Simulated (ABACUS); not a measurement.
Runs of ABACUS 3.10.1 on BP. Symmetry: F-43m, No. 216, cubic system. Conventional cell: a = 4.538 Å, b = 4.538 Å, c = 4.538 Å, α = 90.00°, β = 90.00°, γ = 90.00°. P (site symmetry -43m) is surrounded by 4 B at 1.97 Å. Around B (site symmetry -43m) lie 4 P at 1.97 Å. 

```tsv
task	level	potentials or basis	cutoff (eV)	gap on the mesh (eV)	pressure (GPa)	V0 of scaled cells (Å³/atom)	B0 (GPa)
equation of state	PBEsol	SG15 ONCV 1.2 PBE, plane waves	1034	-	-	11.61	166
single point	PBE	PseudoDojo NC SR 0.4.1 PBE standard, plane waves	1034	1.25	1.0	-	-
single point	PBE	SPMS ONCV 1.0 PBE, plane waves	1034	1.25	1.0	-	-
equation of state	PW91	SG15 ONCV 1.2 PBE, plane waves	1034	-	-	11.71	161
equation of state	LDA	SG15 ONCV 1.2 PBE, plane waves	1034	-	-	11.62	166
equation of state	TPSS	SG15 ONCV 1.2 PBE, plane waves	1034	-	-	11.75	160
equation of state	PBE	SG15 ONCV 1.2 PBE, plane waves	1034	-	-	11.71	161
single point	PBE	SG15 ONCV 1.2 PBE, plane waves	1034	1.28	(b)	-	-
equation of state	WC	SG15 ONCV 1.2 PBE, plane waves	1034	-	-	11.61	166
single point	PBE	Ansatz NC PBE, plane waves	1129	1.25	1.2	-	-
single point	PBE	PseudoDojo NC SR 0.5 PBE stringent, plane waves	1034	1.25	1.0	-	-
equation of state	r2SCAN	SG15 ONCV 1.2 PBE, plane waves	1034	-	-	(a)	166
```

Alike in all rows: no spin polarisation; cell as given; k mesh 7 × 7 × 7; smearing fermi-dirac 0.05 eV.

**Question.** Fill in the values left out.

**Answer.** (a) 11.65; (b) 0.4.

Caveats: the potentials were made for another functional, which shifts forces and pressure (some runs); an odd mesh through Γ misses points on the zone boundary, where band edges often lie (some runs).
